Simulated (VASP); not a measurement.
# Hf in VASP: reference runs

How does Hf come out in PBE? The cell is run as given.

All numbers are computed with VASP 6.6.1; they aren't measurements. Logs are shortened: lines on timing, memory, paths and dates and some standing lists are left out, and cuts for length are marked.

## 1. Starting point

The cell holds a sheet with vacuum, 1 atom: a = 2.779 Å, b = 2.779 Å, c = 23.800 Å, α = 90.00°, β = 90.00°, γ = 90.00°.

The cell was built by a generator and needn't be a form met in nature.

## 2. Single point, PBE

File INCAR:

```
SYSTEM = Hf
PREC = Accurate
ENCUT = 520
EDIFF = 1E-7
ISMEAR = -1
SIGMA = 0.05
LREAL = .FALSE.
LASPH = .TRUE.
NELM = 60
ALGO = Normal
ISIF = 2
LWAVE = .FALSE.
LCHARG = .TRUE.
LDIPOL = .TRUE.
IDIPOL = 3
DIPOL = 0.5 0.5 0.294
GGA = PE
LELF = .TRUE.
LVHAR = .TRUE.
LVACPOTAV = .TRUE.
NBANDS = 11
```

File KPOINTS:

```
Automatic mesh
0
G
  10 10 1
  0 0 0
```

File POSCAR:

```
Hf
1.0
    2.7787600000      0.0000000000      0.0000000000
    0.0000000000      2.7787600000      0.0000000000
    0.0000000000      0.0000000000     23.8000000000
Hf
1
Direct
    0.0000000000      0.0000000000      0.2941200000
```

Potentials or basis: VASP PAW PBE potentials, release 64 (Hf_pv).

Command:

```bash
$ cat potpaw_PBE.64/Hf_pv/POTCAR > POTCAR
$ mpirun -np 1 vasp_std > vasp.out
```

OUTCAR:

```text
SYSTEM = Hf
   PREC = Accurate
   ENCUT = 520
   EDIFF = 1E-7
   ISMEAR = -1
   LREAL = .FALSE.
   LASPH = .TRUE.
   NELM = 60
   ISIF = 2
   GGA = PE

 ion  position               nearest neighbor table
   1  0.000  0.000  0.294-

  LATTYP: Found a simple tetragonal cell.
 ALAT       =     2.7787600000
 C/A-ratio  =     8.5649714261

  Lattice vectors:

 A1 = (   2.7787600000,   0.0000000000,   0.0000000000)
 A2 = (   0.0000000000,   2.7787600000,   0.0000000000)
 A3 = (   0.0000000000,   0.0000000000,  23.8000000000)

Analysis of symmetry for initial positions (statically):
=====================================================================
 Subroutine PRICEL returns:
 Original cell was already a primitive cell.

 Routine SETGRP: Setting up the symmetry group for a
 simple tetragonal supercell.

 Subroutine GETGRP returns: Found 16 space group operations
 (whereof  8 operations were pure point group operations)
 out of a pool of 16 trial point group operations.

The static configuration has the point symmetry C_4v.
 The point group associated with its full space group is D_4h.

Analysis of symmetry for dynamics (positions and initial velocities):
=====================================================================
 Subroutine PRICEL returns:
 Original cell was already a primitive cell.

 Routine SETGRP: Setting up the symmetry group for a
 simple tetragonal supercell.

 Subroutine GETGRP returns: Found 16 space group operations
 (whereof  8 operations were pure point group operations)
 out of a pool of 16 trial point group operations.

The dynamic configuration has the point symmetry C_4v.
 The point group associated with its full space group is D_4h.

 Subroutine INISYM returns: Found 16 space group operations
 (whereof  8 operations are pure point group operations),
 and found     1 'primitive' translations

----------------------------------------------------------------------------------------

                                     Primitive cell

  volume of cell :     183.7719

  direct lattice vectors                    reciprocal lattice vectors
     2.778760000  0.000000000  0.000000000     0.359872749  0.000000000  0.000000000
     0.000000000  2.778760000  0.000000000     0.000000000  0.359872749  0.000000000
     0.000000000  0.000000000 23.800000000     0.000000000  0.000000000  0.042016807

  length of vectors
     2.778760000  2.778760000 23.800000000     0.359872749  0.359872749  0.042016807

  position of ions in fractional coordinates (direct lattice)
     0.000000000  0.000000000  0.294120000

  ion indices of the primitive-cell ions
   primitive index   ion index
                 1           1

----------------------------------------------------------------------------------------

 KPOINTS: Automatic mesh

Automatic generation of k-mesh.
 Grid dimensions read from file:
 generate k-points for:   10   10    1

 Generating k-lattice:

  Cartesian coordinates                     Fractional coordinates (reciprocal lattice)
     0.035987275  0.000000000  0.000000000     0.100000000  0.000000000  0.000000000
     0.000000000  0.035987275  0.000000000     0.000000000  0.100000000  0.000000000
     0.000000000  0.000000000  0.042016807     0.000000000  0.000000000  1.000000000

  Length of vectors
     0.035987275  0.035987275  0.042016807

  Shift w.r.t. Gamma in fractional coordinates (k-lattice)
     0.000000000  0.000000000  0.000000000

 Subroutine IBZKPT returns following result:
 ===========================================

 Found     21 irreducible k-points:

 Following reciprocal coordinates:
            Coordinates               Weight
  0.000000  0.000000  0.000000      1.000000
  0.100000  0.000000  0.000000      4.000000
  0.200000  0.000000  0.000000      4.000000
  0.300000  0.000000  0.000000      4.000000
  0.400000  0.000000  0.000000      4.000000
  0.500000  0.000000  0.000000      2.000000
[... 13 lines left out ...]
  0.500000  0.400000  0.000000      4.000000
  0.500000  0.500000  0.000000      1.000000
   k-points           NKPTS =     21   k-points in BZ     NKDIM =     21   number of bands    NBANDS=     11
   number of dos      NEDOS =    301   number of ions     NIONS =      1
   total plane-waves  NPLWV = 103680
   dimension x,y,z NGX =    24 NGY =   24 NGZ =  180
   dimension x,y,z NGXF=    48 NGYF=   48 NGZF=  360
   ions per type =               1
   NGX,Y,Z   is equivalent  to a cutoff of  14.36, 14.36, 12.57 a.u.
   NGXF,Y,Z  is equivalent  to a cutoff of  28.72, 28.72, 25.15 a.u.
 SYSTEM =  Hf
   PREC   = accura    normal or accurate (medium, high low for compatibility)
   ISTART =      0    job   : 0-new  1-cont  2-samecut
   ICHARG =      2    charge: 1-file 2-atom 10-const
   ISPIN  =      1    spin polarized calculation?
   LNONCOLLINEAR =      F non collinear calculations
   LSORBIT =      F    spin-orbit coupling
   LASPH  =      T    aspherical Exc in radial PAW
   ENCUT  =  520.0 eV  38.22 Ry    6.18 a.u.   5.17  5.17 44.25*2*pi/ulx,y,z
   NELM   =     60;   NELMIN=  2; NELMDL= -5     # of ELM steps
   EDIFF  = 0.1E-06   stopping-criterion for ELM
   LREAL  =      F    real-space projection
   EDIFFG = 0.1E-05   stopping-criterion for IOM
   NSW    =      0    number of steps for IOM
   IBRION =     -1    ionic relax: 0-MD 1-quasi-New 2-CG
   NFREE  =      0    steps in history (QN), initial steepest desc. (CG)
   ISIF   =      2    stress and relaxation
   ISYM   =      2    0-nonsym 1-usesym 2-fastsym
   POTIM  = 0.5000    time-step for ionic-motion
   TEBEG  =    0.0;   TEEND  =   0.0 temperature during run
   PSTRESS=    0.0 pullay stress
   NELECT =      10.0000    total number of electrons
   NUPDOWN=      -1.0000    fix difference up-down
   EMIN   =  10.00;   EMAX   =-10.00  energy-range for DOS
   EFERMI =   0.00;   METHOD = LEGACY
   ISMEAR =    -1;   SIGMA  =   0.05  broadening in eV -4-tet -1-fermi 0-gaus
   EFERMI_NEDOS =   21; number of points for ismear=-14 and -15
   IALGO  =     38    algorithm
   IMIX   =      4    mixing-type and parameters
     AMIX     =   0.40;   BMIX     =  1.00
     AMIX_MAG =   1.60;   BMIX_MAG =  1.00
  volume/ion in A,a.u.               =     183.77      1240.15
  Fermi-wavevector in a.u.,A,eV,Ry     =   0.620367  1.172323  5.236268  0.384855
  Thomas-Fermi vector in A             =   1.679493
   LORBIT       =      0    0 simple, 1 ext, 2 COOP (PROOUT), +10 PAW based schemes
   GGA     = PE    functional components
   LHFCALC =     F    Hartree Fock is set to
   AEXX    =    0.0000 exact exchange contribution
   IVDW    =     0    specifies the selected vdW correction
   LEPSILON=     F    determine dielectric tensor
   LRPA    =     F    only Hartree local field effects (RPA)
 non-spin polarized calculation
  energy-cutoff  :      520.00
  volume of cell :      183.77
 maximum number of plane-waves:      4993
 NGX is ok and might be reduce to    24
   NGX = 11   NGY = 11   NGZ = 89

 dipolmoment           0.000000      0.000000     -0.000001 electrons x Angstroem

 number of electron      10.0000000 magnetization

 dipolmoment           0.000000      0.000000      0.000000 electrons x Angstroem

 Free energy of the ion-electron system (eV)
  ---------------------------------------------------
  ext. energy  EPLUGINS =         0.00000000
  ---------------------------------------------------
  free energy    TOTEN  =        -7.47039995 eV

  energy without entropy =       -7.44911750  energy(sigma->0) =       -7.45975873

 E-fermi :  -3.0900     XC(G=0):  -2.1539

 val. band max:       -3.0906436480   @ k =   0.2000   0.1000   0.0000
 cond. band min:      -3.0855924918   @ k =   0.1000   0.1000   0.0000
 fundamental gap:      0.0050511561
 Fermi energy:        -3.0899608158

 k-point     1 :       0.0000    0.0000    0.0000
  band No.  band energies     occupation
      1     -34.0702      2.00000
      2     -33.0950      2.00000
      3     -33.0950      2.00000
      4      -8.3202      2.00000
      5      -4.6388      2.00000
      6      -3.4319      1.99786
      7      -2.8465      0.01525
      8       0.8631      0.00000
      9       1.0965      0.00000
     10       1.4390      0.00000
     11       1.7841      0.00000

 k-point     2 :       0.1000    0.0000    0.0000
  band No.  band energies     occupation
      1     -34.0552      2.00000
      2     -33.2347      2.00000
      3     -33.0833      2.00000
      4      -7.9858      2.00000
      5      -4.3701      2.00000
      6      -3.2507      1.92278
      7      -2.8856      0.03304
      8       0.9373      0.00000
      9       1.0482      0.00000
     10       1.6256      0.00000
     11       1.6292      0.00000

 k-point     3 :       0.2000    0.0000    0.0000
  band No.  band energies     occupation
      1     -34.0156      2.00000
      2     -33.5879      2.00000
      3     -33.0525      2.00000
      4      -7.1421      2.00000
      5      -3.6813      1.99999
      6      -3.1342      1.41535
      7      -2.6233      0.00018
      8       0.5710      0.00000
      9       1.5978      0.00000
     10       2.0157      0.00000
     11       2.0974      0.00000
[... 225 lines left out ...]
 k-point    20 :       0.5000    0.4000    0.0000
  band No.  band energies     occupation
      1     -34.2669      2.00000
      2     -34.1354      2.00000
      3     -33.7771      2.00000
      4      -5.6983      2.00000
      5      -2.8886      0.03499
      6      -2.4033      0.00000
      7      -0.0645      0.00000
      8       2.6396      0.00000
      9       3.6409      0.00000
     10       5.8027      0.00000
     11       6.4329      0.00000

 k-point    21 :       0.5000    0.5000    0.0000
  band No.  band energies     occupation
      1     -34.2485      2.00000
      2     -34.2485      2.00000
      3     -33.7628      2.00000
      4      -5.9758      2.00000
      5      -2.6727      0.00048
      6      -2.6727      0.00048
      7       0.2027      0.00000
      8       4.0484      0.00000
      9       4.0484      0.00000
     10       5.5492      0.00000
     11       6.8579      0.00000

------------------------ aborting loop because EDIFF is reached ----------------------------------------

 vacuum level on the upper side and lower side of the slab       (xc-potential included)        -0.131        -0.130

  FORCE on cell =-STRESS in cart. coord.  units (eV):
  Direction    XX          YY          ZZ          XY          YZ          ZX
  --------------------------------------------------------------------------------------
  -------------------------------------------------------------------------------------
  Total       -0.1874977     -0.1874977     -0.0031220      0.0000000      0.0000000      0.0000000
  in kB       -1.6346604     -1.6346604     -0.0272182      0.0000000      0.0000000      0.0000000
  external PRESSURE =      -1.0988464 kB  Pullay stress =       0.0000000 kB

 VOLUME and BASIS-vectors are now :
 -----------------------------------------------------------------------------
  energy-cutoff  :      520.00
  volume of cell :      183.77
      direct lattice vectors                 reciprocal lattice vectors
     2.778760000  0.000000000  0.000000000     0.359872749  0.000000000  0.000000000
     0.000000000  2.778760000  0.000000000     0.000000000  0.359872749  0.000000000
     0.000000000  0.000000000 23.800000000     0.000000000  0.000000000  0.042016807

 POSITION                                       TOTAL-FORCE (eV/Angst)
 -----------------------------------------------------------------------------------
      0.00000      0.00000      7.00006         0.000000      0.000000      0.000000
 -----------------------------------------------------------------------------------
    total drift:                                0.000000      0.000000      0.000005

  FREE ENERGIE OF THE ION-ELECTRON SYSTEM (eV)
  ---------------------------------------------------
  free  energy   TOTEN  =        -7.4703999529 eV

  energy  without entropy=       -7.4491175008  energy(sigma->0) =       -7.45975873

 vacuum level on the upper side and lower side of the slab         1.194         1.194
```

Run time: 32 s. Hardware: 1 thread of Intel Xeon 6975P-C (Granite Rapids), shared host; peak memory 0.31 GiB.

Results:

* Free energy: -7.4704 eV
* Band gap on the k mesh: none (metal or under the smearing width)
* Work function of the upper face: 4.28 eV
* Work function of the lower face: 4.28 eV

## 3. Single point, PBE

File INCAR:

```
PREC     = Accurate       # precision mode
ENCUT    = 520            # plane-wave cutoff, eV
EDIFF    = 1E-7           # SCF threshold, eV
ISMEAR   = -1             # smearing method
SIGMA    = 0.05           # smearing width, eV
LREAL    = F              # projectors in reciprocal space
LASPH    = T              # aspherical terms in the spheres
NELM     = 60             # most SCF steps
ALGO     = Normal         # electronic algorithm
ISIF     = 2              # what is computed and relaxed
LWAVE    = F              # write WAVECAR
LCHARG   = F              # write CHGCAR
LDIPOL   = T            
IDIPOL   = 3            
DIPOL    = 0.5 0.5 0.294
GGA      = PE             # functional
NBANDS   = 11             # bands
```

File KPOINTS:

```
Automatic mesh
0
Gamma
  10 10 1
```

POSCAR is that of step 2.

Potentials or basis: VASP PAW PBE potentials, release 64 (Hf_pv).

Command:

```bash
$ cat potpaw_PBE.64/Hf_pv/POTCAR > POTCAR
$ mpirun -np 1 vasp_std > vasp.out
```

OUTCAR:

```text
PREC = Accurate
   ENCUT = 520
   EDIFF = 1E-7
   ISMEAR = -1
   LREAL = F
   LASPH = T
   NELM = 60
   ISIF = 2
   GGA = PE

 ion  position               nearest neighbor table
   1  0.000  0.000  0.294-

  LATTYP: Found a simple tetragonal cell.
 ALAT       =     2.7787600000
 C/A-ratio  =     8.5649714261

  Lattice vectors:

 A1 = (   2.7787600000,   0.0000000000,   0.0000000000)
 A2 = (   0.0000000000,   2.7787600000,   0.0000000000)
 A3 = (   0.0000000000,   0.0000000000,  23.8000000000)

Analysis of symmetry for initial positions (statically):
=====================================================================
 Subroutine PRICEL returns:
 Original cell was already a primitive cell.

 Routine SETGRP: Setting up the symmetry group for a
 simple tetragonal supercell.

 Subroutine GETGRP returns: Found 16 space group operations
 (whereof  8 operations were pure point group operations)
 out of a pool of 16 trial point group operations.

The static configuration has the point symmetry C_4v.
 The point group associated with its full space group is D_4h.

Analysis of symmetry for dynamics (positions and initial velocities):
=====================================================================
 Subroutine PRICEL returns:
 Original cell was already a primitive cell.

 Routine SETGRP: Setting up the symmetry group for a
 simple tetragonal supercell.

 Subroutine GETGRP returns: Found 16 space group operations
 (whereof  8 operations were pure point group operations)
 out of a pool of 16 trial point group operations.

The dynamic configuration has the point symmetry C_4v.
 The point group associated with its full space group is D_4h.

 Subroutine INISYM returns: Found 16 space group operations
 (whereof  8 operations are pure point group operations),
 and found     1 'primitive' translations

----------------------------------------------------------------------------------------
[... 118 lines left out ...]
 non-spin polarized calculation
  energy-cutoff  :      520.00
  volume of cell :      183.77
 maximum number of plane-waves:      4993
 NGX is ok and might be reduce to    24
   NGX = 11   NGY = 11   NGZ = 89

 dipolmoment           0.000000      0.000000     -0.000001 electrons x Angstroem

 number of electron      10.0000000 magnetization

 dipolmoment           0.000000      0.000000      0.000000 electrons x Angstroem

 Free energy of the ion-electron system (eV)
  ---------------------------------------------------
  ext. energy  EPLUGINS =         0.00000000
  ---------------------------------------------------
  free energy    TOTEN  =        -7.47039995 eV

  energy without entropy =       -7.44911750  energy(sigma->0) =       -7.45975873

 E-fermi :  -3.0900     XC(G=0):  -2.1539

 val. band max:       -3.0906436480   @ k =   0.2000   0.1000   0.0000
 cond. band min:      -3.0855924919   @ k =   0.1000   0.1000   0.0000
 fundamental gap:      0.0050511561
 Fermi energy:        -3.0899608158

 k-point     1 :       0.0000    0.0000    0.0000
  band No.  band energies     occupation
      1     -34.0702      2.00000
      2     -33.0950      2.00000
      3     -33.0950      2.00000
      4      -8.3202      2.00000
      5      -4.6388      2.00000
      6      -3.4319      1.99786
      7      -2.8465      0.01525
      8       0.8631      0.00000
      9       1.0965      0.00000
     10       1.4390      0.00000
     11       1.7841      0.00000
[... 267 lines left out ...]
 k-point    21 :       0.5000    0.5000    0.0000
  band No.  band energies     occupation
      1     -34.2485      2.00000
      2     -34.2485      2.00000
      3     -33.7628      2.00000
      4      -5.9758      2.00000
      5      -2.6727      0.00048
      6      -2.6727      0.00048
      7       0.2027      0.00000
      8       4.0484      0.00000
      9       4.0484      0.00000
     10       5.5492      0.00000
     11       6.8579      0.00000

------------------------ aborting loop because EDIFF is reached ----------------------------------------

 vacuum level on the upper side and lower side of the slab       (xc-potential included)        -0.009        -0.009

  FORCE on cell =-STRESS in cart. coord.  units (eV):
  Direction    XX          YY          ZZ          XY          YZ          ZX
  --------------------------------------------------------------------------------------
  -------------------------------------------------------------------------------------
  Total       -0.1874977     -0.1874977     -0.0031220      0.0000000      0.0000000      0.0000000
  in kB       -1.6346605     -1.6346605     -0.0272182      0.0000000      0.0000000      0.0000000
  external PRESSURE =      -1.0988464 kB  Pullay stress =       0.0000000 kB

 VOLUME and BASIS-vectors are now :
 -----------------------------------------------------------------------------
  energy-cutoff  :      520.00
  volume of cell :      183.77
      direct lattice vectors                 reciprocal lattice vectors
     2.778760000  0.000000000  0.000000000     0.359872749  0.000000000  0.000000000
     0.000000000  2.778760000  0.000000000     0.000000000  0.359872749  0.000000000
     0.000000000  0.000000000 23.800000000     0.000000000  0.000000000  0.042016807

 POSITION                                       TOTAL-FORCE (eV/Angst)
 -----------------------------------------------------------------------------------
      0.00000      0.00000      7.00006         0.000000     -0.000000     -0.000000
 -----------------------------------------------------------------------------------
    total drift:                                0.000000      0.000000      0.000005

  FREE ENERGIE OF THE ION-ELECTRON SYSTEM (eV)
  ---------------------------------------------------
  free  energy   TOTEN  =        -7.4703999529 eV

  energy  without entropy=       -7.4491175008  energy(sigma->0) =       -7.45975873

 vacuum level on the upper side and lower side of the slab         1.176         1.176
```

stdout:

```text
POSCAR found type information on POSCAR Hf
 POSCAR found :  1 types and       1 ions
 scaLAPACK will be used
 LDA part: xc-table for (Slater+PW92), standard interpolation
 POSCAR, INCAR and KPOINTS ok, starting setup
 FFT: planning ... GRIDC
 FFT: planning ... GRID_SOFT
 FFT: planning ... GRID
 WAVECAR not read
 entering main loop
```

Wall time 1.9 min (1 thread of AMD EPYC 7R43 (Zen 3), shared host); peak memory 0.26 GiB.

Results:

| Item | Value |
| --- | --- |
| Free energy | -7.4704 eV |
| Band gap on the k mesh | none (metal or under the smearing width) |

Levels at points of the mesh, in eV from the Fermi level:
```tsv
k point	band 1	band 2	band 3	band 4	band 5	band 6	band 7	band 8	band 9	band 10
(0.00, 0.00, 0.00)	-30.98	-30.01	-30.01	-5.23	-1.55	-0.34	0.24	3.95	4.19	4.53
(0.50, 0.00, 0.00)	-31.35	-30.82	-29.88	-1.77	-1.28	1.62	1.73	3.50	5.16	5.59
(0.50, 0.50, 0.00)	-31.16	-31.16	-30.67	-2.89	0.42	0.42	3.29	7.14	7.14	8.64
```
